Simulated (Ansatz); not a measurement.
# Response of TaN to small distortions

```yaml
crystal:
  lattice:
    - [2.93800, 0.00000, 0.00000]
    - [-1.46900, 2.54438, 0.00000]
    - [0.00000, 0.00000, 2.88300]
  atoms:
    - { symbol: Ta, position: [0.33333, 0.66667, 0.50000] }
    - { symbol: N, position: [0.00000, 0.00000, 0.00000] }
```

Atoms are numbered in the order listed.

The cell is COD entry 1538016, as deposited and not checked against the literature; nothing was relaxed.

No spin–orbit coupling, which matters for the heavy atoms here.

The calculation used DFT, PBE, PAW with Ansatz's default frozen-core files, scalar-relativistic in Ansatz 0.2.0.

The runs use a Γ-centred 12×12×10 k mesh, Fermi–Dirac smearing of 0.02 eV, cutoff 420 eV, no spin polarisation.

The unchanged cell is at 4.68 GPa.

In a metal, stresses and small energies carry noise from the k mesh.

x, y and z are the Cartesian axes of the cell as listed; fractional coordinates follow a strain, and an engineering shear is twice the off-diagonal strain component.

With this change (z strained by +4 % at fixed volume), what becomes of the energy and stress?

Energy change +46.4 meV/atom; stress change (xx, yy, zz, yz, xz, xy) 11.55, 11.55, -25.57, 0.00, 0.00, 0.00 GPa, compression positive.

With this change (z strained by -3 % at fixed volume), what becomes of the energy and stress?

Energy change +32.7 meV/atom; stress change (xx, yy, zz, yz, xz, xy) -8.27, -8.27, 21.73, 0.00, 0.00, 0.00 GPa, compression positive.

With this change (atom 1 (Ta) moved by (0.0566, 0.0566, 0.0000) Å), what becomes of the energy and stress and forces?

Energy change +21.5 meV/atom; stress change (xx, yy, zz, yz, xz, xy) 1.43, -0.15, 1.45, 0.00, 0.00, 1.10 GPa, compression positive; change of the force on Ta1 (-0.785, -0.741, 0.000) eV/Å.

What force constant does this one finite step give for Ta1 along its displacement (all its periodic images move with it)?

k = −ΔF·u/|u|² = 13.49 eV/Å², so the force pulls the atom back.
